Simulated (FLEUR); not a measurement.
# Ru (P6_3/mmc) in FLEUR: a series of runs

One crystal, Ru, is run at these levels: LDA (von Barth-Hedin); tasks: band structure, equation of state.

Program: FLEUR MaX-R8.1 (patched build s14). These are calculated values, not measurements. Logs are shortened: lines on timing, memory, paths and dates and some standing lists are left out, and cuts for length are marked.

### 1 The crystal as given

It takes space group P6_3/mmc (No. 194, hexagonal). Conventional cell: a = 2.706 Å, b = 2.706 Å, c = 4.282 Å, α = 90.00°, β = 90.00°, γ = 120.00°. Ru (site symmetry -6m2) is surrounded by 12 Ru at 2.65 to 2.71 Å.

### 2 Band structure, LDA (von Barth-Hedin)

The input, inp.xml:

```xml
<?xml version="1.0" encoding="UTF-8" standalone="no"?>
<fleurInput fleurInputVersion="0.39">
   <comment>
      Ru                                                                                                  
   </comment>
   <calculationSetup>
      <cutoffs Kmax="3.8" Gmax="11.8" GmaxXC="11.8" numbands="0"/>
      <scfLoop itmax="60" minDistance="0.00001" maxIterBroyd="15" imix="Anderson" alpha="0.05" precondParam="0.0" spinf="2.0"/>
      <coreElectrons ctail="T" frcor="F" kcrel="0" coretail_lmax="0"/>
      <xcFunctional name="bh" relativisticCorrections="F"/>
      <magnetism jspins="1"/>
      <soc l_soc="F" theta="0.0" phi="0.0" spav="F"/>
      <expertModes spex="0" secvar="F"/>
      <geometryOptimization l_f="F" forcealpha="1.0" forcemix="BFGS" epsdisp="0.00001" epsforce="0.00001"/>
      <ldaU l_linMix="F" mixParam="0.05" spinf="1.0"/>
   </calculationSetup>
   <cell>
      <bzIntegration valenceElectrons="32.0" mode="hist" fermiSmearingEnergy="0.00183747">
         <kPointListSelection listName="default-1"/>
         <!-- k-points included here -->
         <xi:include xmlns:xi="http://www.w3.org/2001/XInclude" href="kpts.xml"> </xi:include>
      </bzIntegration>
      <!-- symmetry operations included here -->
      <xi:include xmlns:xi="http://www.w3.org/2001/XInclude" href="sym.xml"> </xi:include>
      <bulkLattice scale="1.0">
         <bravaisMatrix>
            <row-1>    5.1132209479426800     0.0000000000000000     0.0000000000000000</row-1>
            <row-2>   -2.5566104739713400     4.4281792361568231     0.0000000000000000</row-2>
            <row-3>    0.0000000000000000     0.0000000000000000     8.0916182929247409</row-3>
         </bravaisMatrix>
      </bulkLattice>
   </cell>
   <atomSpecies>
      <species name="Ruthenium (Ru)" element="Ru" atomicNumber="44">
         <mtSphere radius="2.32" gridPoints="767" logIncrement="0.017"/>
         <atomicCutoffs lmax="9" lnonsphr="7"/>
         <electronConfig flipSpins="F">
            <coreConfig>(1s1/2) (2s1/2) (2p1/2) (2p3/2) (3s1/2) (3p1/2) (3p3/2) (3d3/2) (3d5/2)</coreConfig>
            <valenceConfig>(4s1/2) (4p1/2) (4p3/2) (5s1/2) (4d3/2) (4d5/2)</valenceConfig>
            <stateOccupation state="(5s1/2)" spinUp="0.500000" spinDown="0.500000"/>
            <stateOccupation state="(4d3/2)" spinUp="1.400000" spinDown="1.400000"/>
            <stateOccupation state="(4d5/2)" spinUp="2.100000" spinDown="2.100000"/>
         </electronConfig>
         <energyParameters s="5" p="5" d="4" f="4"/>
         <lo type="SCLO" l="0" n="4" eDeriv="0"/>
         <lo type="SCLO" l="1" n="4" eDeriv="0"/>
         <lo type="SCLO" l="1" n="4" eDeriv="1"/>
         <lo type="SCLO" l="2" n="4" eDeriv="2"/>
         <lo type="SCLO" l="3" n="4" eDeriv="2"/>
      </species>
   </atomSpecies>
   <atomGroups>
      <atomGroup species="Ruthenium (Ru)">
         <relPos label="                   1">-1.000/3.000 1.000/3.000 -1.000/4.000</relPos>
         <relPos label="                   2">1.000/3.000 -1.000/3.000 1.000/4.000</relPos>
         <force calculate="T" relaxXYZ="TTT"/>
      </atomGroup>
   </atomGroups>
   <output dos="F" band="F" slice="F">
      <checks vchk="F" cdinf="F"/>
      <bandDOS minEnergy="-.5*Htr" maxEnergy="0.5*Htr" sigma="0.015" storeEVData="T"/>
      <vacuumDOS vacdos="F" integ="F" star="F" nstars="0" locx1="0.0" locy1="0.0" locx2="0.0" locy2="0.0" nstm="0" tworkf="0.0"/>
      <unfoldingBand unfoldBand="F" supercellX="1" supercellY="1" supercellZ="1"/>
      <plotting iplot="0" polar="F">
         <plot TwoD="T" vec1="  1.0  0.0  0.0" vec2="  0.0  1.0  0.0" vec3="  0.0  0.0  1.0" zero="  0.0  0.0  0.0" file="plot"/>
      </plotting>
      <chargeDensitySlicing numkpt="0" minEigenval="0.0" maxEigenval="0.0" nnne="0" pallst="F"/>
      <specialOutput eonly="F"/>
      <magneticCircularDichroism mcd="F" energyLo="-10.0" energyUp="0.0"/>
   </output>
  <!-- We include the file relax.xml here to enable relaxations (see documentation) -->
  <xi:include xmlns:xi="http://www.w3.org/2001/XInclude" href="relax.xml"> <xi:fallback/> </xi:include>
</fleurInput>
```

The input, crystal.txt:

```
Ru
&input cartesian=F /
2.7058000000  0.0000000000  0.0000000000
-1.3529000000  2.3432915376  0.0000000000
0.0000000000  0.0000000000  4.2819000000
1.8897261246
1.0 1.0 1.0

2
44 0.6666666667  0.3333333333  0.7500000000
44 0.3333333333  0.6666666667  0.2500000000

&kpt div1=11 div2=11 div3=6 gamma=T /
```

The input, inp.xml (bands):

```
<?xml version="1.0" encoding="UTF-8" standalone="no"?>
<fleurInput fleurInputVersion="0.39">
   <comment>
      Ru                                                                                                  
   </comment>
   <calculationSetup>
      <cutoffs Kmax="3.8" Gmax="11.8" GmaxXC="11.8" numbands="0"/>
      <scfLoop itmax="60" minDistance="0.00001" maxIterBroyd="15" imix="Anderson" alpha="0.05" precondParam="0.0" spinf="2.0"/>
      <coreElectrons ctail="T" frcor="F" kcrel="0" coretail_lmax="0"/>
      <xcFunctional name="bh" relativisticCorrections="F"/>
      <magnetism jspins="1"/>
      <soc l_soc="F" theta="0.0" phi="0.0" spav="F"/>
      <expertModes spex="0" secvar="F"/>
      <geometryOptimization l_f="F" forcealpha="1.0" forcemix="BFGS" epsdisp="0.00001" epsforce="0.00001"/>
      <ldaU l_linMix="F" mixParam="0.05" spinf="1.0"/>
   </calculationSetup>
   <cell>
      <bzIntegration valenceElectrons="32.0" mode="hist" fermiSmearingEnergy="0.00183747">
         <kPointListSelection listName="path-1"/>
         <!-- k-points included here -->
         <xi:include xmlns:xi="http://www.w3.org/2001/XInclude" href="kpts.xml"> </xi:include>
      </bzIntegration>
      <!-- symmetry operations included here -->
      <xi:include xmlns:xi="http://www.w3.org/2001/XInclude" href="sym.xml"> </xi:include>
      <bulkLattice scale="1.0">
         <bravaisMatrix>
            <row-1>    5.1132209479426800     0.0000000000000000     0.0000000000000000</row-1>
            <row-2>   -2.5566104739713400     4.4281792361568231     0.0000000000000000</row-2>
            <row-3>    0.0000000000000000     0.0000000000000000     8.0916182929247409</row-3>
         </bravaisMatrix>
      </bulkLattice>
   </cell>
   <atomSpecies>
      <species name="Ruthenium (Ru)" element="Ru" atomicNumber="44">
         <mtSphere radius="2.32" gridPoints="767" logIncrement="0.017"/>
         <atomicCutoffs lmax="9" lnonsphr="7"/>
         <electronConfig flipSpins="F">
            <coreConfig>(1s1/2) (2s1/2) (2p1/2) (2p3/2) (3s1/2) (3p1/2) (3p3/2) (3d3/2) (3d5/2)</coreConfig>
            <valenceConfig>(4s1/2) (4p1/2) (4p3/2) (5s1/2) (4d3/2) (4d5/2)</valenceConfig>
            <stateOccupation state="(5s1/2)" spinUp="0.500000" spinDown="0.500000"/>
            <stateOccupation state="(4d3/2)" spinUp="1.400000" spinDown="1.400000"/>
            <stateOccupation state="(4d5/2)" spinUp="2.100000" spinDown="2.100000"/>
         </electronConfig>
         <energyParameters s="5" p="5" d="4" f="4"/>
         <lo type="SCLO" l="0" n="4" eDeriv="0"/>
         <lo type="SCLO" l="1" n="4" eDeriv="0"/>
         <lo type="SCLO" l="1" n="4" eDeriv="1"/>
         <lo type="SCLO" l="2" n="4" eDeriv="2"/>
         <lo type="SCLO" l="3" n="4" eDeriv="2"/>
      </species>
   </atomSpecies>
   <atomGroups>
      <atomGroup species="Ruthenium (Ru)">
         <relPos label="                   1">-1.000/3.000 1.000/3.000 -1.000/4.000</relPos>
         <relPos label="                   2">1.000/3.000 -1.000/3.000 1.000/4.000</relPos>
         <force calculate="T" relaxXYZ="TTT"/>
      </atomGroup>
   </atomGroups>
   <output dos="F" band="T" slice="F">
      <checks vchk="F" cdinf="F"/>
      <bandDOS minEnergy="-.5*Htr" maxEnergy="0.5*Htr" sigma="0.015" storeEVData="T"/>
      <vacuumDOS vacdos="F" integ="F" star="F" nstars="0" locx1="0.0" locy1="0.0" locx2="0.0" locy2="0.0" nstm="0" tworkf="0.0"/>
      <unfoldingBand unfoldBand="F" supercellX="1" supercellY="1" supercellZ="1"/>
      <plotting iplot="0" polar="F">
         <plot TwoD="T" vec1="  1.0  0.0  0.0" vec2="  0.0  1.0  0.0" vec3="  0.0  0.0  1.0" zero="  0.0  0.0  0.0" file="plot"/>
      </plotting>
      <chargeDensitySlicing numkpt="0" minEigenval="0.0" maxEigenval="0.0" nnne="0" pallst="F"/>
      <specialOutput eonly="F"/>
      <magneticCircularDichroism mcd="F" energyLo="-10.0" energyUp="0.0"/>
   </output>
  <!-- We include the file relax.xml here to enable relaxations (see documentation) -->
  <xi:include xmlns:xi="http://www.w3.org/2001/XInclude" href="relax.xml"> <xi:fallback/> </xi:include>
</fleurInput>
```

Potentials or basis: all-electron, FLAPW.

Started as:

```bash
> inpgen -f crystal.txt -profile fastHighL
> # inp.xml edited to the form shown
> fleur
> fleur   # second run, on inp.xml (bands)
```

The log of the run:

```text
Welcome to FLEUR        (www.flapw.de)
      MaX-Release 8.1          (www.max-centre.eu)

 ========== k-point set info ==========
 Selected k-point list: default-1
 k-point list type: mesh
 11 x 11 x 6
 Number of k points: 64

 ------------Calculation Setup---------------------------
 Number of OMP-threads    :            1
 Number of basis functions:          248
 Approximate size of matrices (H+S) per k-point:         0.001 GB
 --------------------------------------------------------
 Iteration:     1   Distance:      19.95986223 me/bohr^3
 Iteration:     2   Distance:      17.67897152 me/bohr^3
 Iteration:     3   Distance:       5.72869469 me/bohr^3
 Iteration:     4   Distance:       2.77011461 me/bohr^3
 Iteration:     5   Distance:       1.23828700 me/bohr^3
 Iteration:     6   Distance:       0.74753744 me/bohr^3
 Iteration:     7   Distance:       0.10107013 me/bohr^3
 Iteration:     8   Distance:       0.02158241 me/bohr^3
 Iteration:     9   Distance:       0.00755532 me/bohr^3
 Iteration:    10   Distance:       0.00075567 me/bohr^3
 Iteration:    11   Distance:       0.00130800 me/bohr^3
 Iteration:    12   Distance:       0.00028092 me/bohr^3
 Iteration:    13   Distance:       0.00002234 me/bohr^3
 Iteration:    14   Distance:       0.00001090 me/bohr^3
 Iteration:    15   Distance:       0.00000163 me/bohr^3

 ********************************************************************
 Run finished successfully
 Stop message:
   all done
 ********************************************************************
```

output (bands):

```text
Welcome to FLEUR        (www.flapw.de)
      MaX-Release 8.1          (www.max-centre.eu)

 ========== k-point set info ==========
 Selected k-point list: path-1
 k-point list type: path
 Number of k points: 60

 ------------Calculation Setup---------------------------
 Number of OMP-threads    :            1
 Number of basis functions:          253
 Approximate size of matrices (H+S) per k-point:         0.001 GB
 --------------------------------------------------------
 Fermi energy correction for metals:
 Fermi energy in bands.* files may not be consistent with last density.
 Please correct it manually (e.g. in band.gnu file).

 Note: Band structure data (together with different weights) is also stored in the banddos.hdf file.
       A convenient way of extracting and plotting the data from that file is by making use of the

 ********************************************************************
 Run finished successfully
 Stop message:
   Charge density postprocessing done.
 ********************************************************************
```

out.xml (last iteration):

```text
<iteration numberForCurrentRun="   15" overallNumber="   15">
         <energyParameters units="Htr">
            <atomicEP atomType="1" spin="1" branch="5s" branchLowest="-2.10" branchHighest="2.56" value="0.3316315768"/>
            <atomicEP atomType="1" spin="1" branch="5p" branchLowest="-0.96" branchHighest="3.31" value="0.4529500545"/>
            <atomicEP atomType="1" spin="1" branch="4d" branchLowest="-9.38" branchHighest="0.79" value="0.4304907079"/>
            <atomicEP atomType="1" spin="1" branch="4f" branchLowest="-9.99" branchHighest="2.63" value="0.7347748464"/>
            <loAtomicEP atomType="1" spin="1" branch="4s" branchLowest="-19.69" branchHighest="-2.10" value="-2.1338558311"/>
            <loAtomicEP atomType="1" spin="1" branch="4p" branchLowest="-15.74" branchHighest="-0.96" value="-1.0371517990"/>
            <loAtomicEP atomType="1" spin="1" branch="4p" branchLowest="-15.74" branchHighest="-0.96" value="-1.0371517990"/>
            <loAtomicEP atomType="1" spin="1" branch="4d" branchLowest="-9.38" branchHighest="0.79" value="0.4270667502"/>
            <loAtomicEP atomType="1" spin="1" branch="4f" branchLowest="-9.99" branchHighest="2.63" value="0.7347731606"/>
         </energyParameters>
         <eigenvalues>
            <eigenvaluesAt spin="1" ikpt="1" k_x="0.00000000" k_y="0.00000000" k_z="0.00000000">
                      -2.1405167542       -2.1329144963       -1.0584433692       -1.0236234771       -1.0236234771
                      -1.0172738094       -1.0172738094       -1.0157681844        0.2447447864        0.3113154868
                       0.4447459565        0.4447459565        0.4510812123        0.4700497468        0.4700497468
                       0.4896121443        0.4896121443        0.5848873538        0.5848873538        0.5875245497
                       0.9172094549        1.0853053477        1.1744777544        1.1992349992        1.3682255907
            </eigenvaluesAt>
            <eigenvaluesAt spin="1" ikpt="2" k_x="0.00000000" k_y="0.00000000" k_z="0.16666667">
                      -2.1400157607       -2.1334329912       -1.0557129676       -1.0232018474       -1.0232018474
                      -1.0187617059       -1.0177000988       -1.0177000988        0.2560683326        0.3149048326
[... 24 lines left out ...]
               <mtCharge atomType="1" total="14.1364587" s="2.3067331" p="6.2352506" d="5.5356355" f="0.0472524"/>
            </mtCharges>
            <spinDependentCharge spin="1" total="32.0000000" interstitial="3.7270826" mtSpheres="28.2729174"/>
            <totalCharge value="32.0000000000"/>
         </valenceDensity>
         <coreStates atomType="     1" atomicNumber=" 44" spin="1" kinEnergy="   4576.8660973106" eigValSum="  -2684.5558222649" lostElectrons=" 0.000000">
            <state n="1" l="0" j="0.5" energy="-804.0310161427" weight="1.0000000000"/>
            <state n="2" l="0" j="0.5" energy="-115.0412193171" weight="1.0000000000"/>
            <state n="2" l="1" j="0.5" energy="-106.3189553657" weight="1.0000000000"/>
            <state n="2" l="1" j="1.5" energy="-101.5155897126" weight="2.0000000000"/>
            <state n="3" l="0" j="0.5" energy="-19.6905737528" weight="1.0000000000"/>
            <state n="3" l="1" j="0.5" energy="-16.3043632269" weight="1.0000000000"/>
            <state n="3" l="1" j="1.5" energy="-15.4887521248" weight="2.0000000000"/>
            <state n="3" l="2" j="1.5" energy="-9.4720806167" weight="2.0000000000"/>
            <state n="3" l="2" j="2.5" energy="-9.3129794730" weight="3.0000000000"/>
         </coreStates>
         <allElectronCharges>
            <spinDependentCharge spin="1" total="88.0000000" interstitial="3.7270834" mtSpheres="84.2729166"/>
            <totalCharge value="87.9999999967"/>
         </allElectronCharges>
         <totalEnergy                                    value="    -9056.3428605203" units="Htr">
            <sumOfEigenvalues                            value="    -5383.3014446329">
               <coreElectrons value="-5369.1116445298"/>
               <valenceElectrons value="-14.1898001032"/>
            </sumOfEigenvalues>
            <densityCoulombPotentialIntegral value="-14457.6876971126"/>
            <densityEffectivePotentialIntegral value="-14802.1050439831"/>
            <chargeDenXCDenIntegral value="-260.2059489635"/>
            <FockExchangeEnergyValence value="0.0000000000"/>
            <FockExchangeEnergyCore value="0.0000000000"/>
            <atomTypeDependentContributions atomType="1">
               <electronNucleiInteractionDifferentMTs value="10929.6380724587"/>
               <MadelungTerm value="-56.4585898920"/>
            </atomTypeDependentContributions>
            <tkbTimesEntropy value="0.0006183868"/>
            <freeEnergy value="-9056.3434789072"/>
            <extrapolationTo0K value="-9056.3431697137"/>
         </totalEnergy>
         <densityConvergence units="me/bohr^3">
            <chargeDensity spin="1" distance="0.0000016342"/>
         </densityConvergence>
      </iteration>
```

Run time: 15 s. Hardware: 1 thread of Intel Xeon at 2.60GHz (Ice Lake), shared host; peak memory 0.04 GiB.

What came out:

```
Free energy                                           : -246435.6604 eV
Band gap along the path                               : none (metal or under the smearing width)
Valence electrons inside the program's atomic spheres : Ru 14.14 (radii Ru 2.32 bohr)
```

Levels at the corners of the path, in eV from the Fermi level:
| point | band 14 | band 15 | band 16 | band 17 | band 18 | band 19 |
| --- | --- | --- | --- | --- | --- | --- |
| Γ | -1.86 | -1.86 | -1.32 | -1.32 | 1.27 | 1.27 |
| M | -1.74 | -1.47 | 1.52 | 1.94 | 2.01 | 4.15 |
| K | -2.79 | -1.01 | 1.09 | 1.09 | 1.53 | 7.10 |
| Γ | -1.86 | -1.86 | -1.32 | -1.32 | 1.27 | 1.27 |
| A | -2.71 | -2.67 | -2.67 | 0.63 | 0.63 | 0.63 |
| L | -0.99 | 0.51 | 0.51 | 1.77 | 1.77 | 3.45 |
| H | -2.66 | -1.12 | -1.12 | 1.31 | 1.31 | 8.49 |
| A | -2.71 | -2.67 | -2.67 | 0.63 | 0.63 | 0.63 |
| L | -0.99 | 0.51 | 0.51 | 1.77 | 1.77 | 3.45 |
| M | -1.74 | -1.47 | 1.52 | 1.94 | 2.01 | 4.15 |
| K | -2.79 | -1.01 | 1.09 | 1.09 | 1.53 | 7.10 |
| H | -2.66 | -1.12 | -1.12 | 1.31 | 1.31 | 8.49 |

Core levels (eV from the Fermi level):
```
atom                                                                                                                             levels
1 Ru  1s1/2 -21893.4, 2s1/2 -3145.1, 2p1/2 -2907.7, 2p3/2 -2777.0, 3s1/2 -550.5, 3p1/2 -458.3, 3p3/2 -436.1, 3d3/2 -272.4, 3d5/2 -268.1
2 Ru  1s1/2 -21893.4, 2s1/2 -3145.1, 2p1/2 -2907.7, 2p3/2 -2777.0, 3s1/2 -550.5, 3p1/2 -458.3, 3p3/2 -436.1, 3d3/2 -272.4, 3d5/2 -268.1
```

(Part 1 of 2 ends here.)
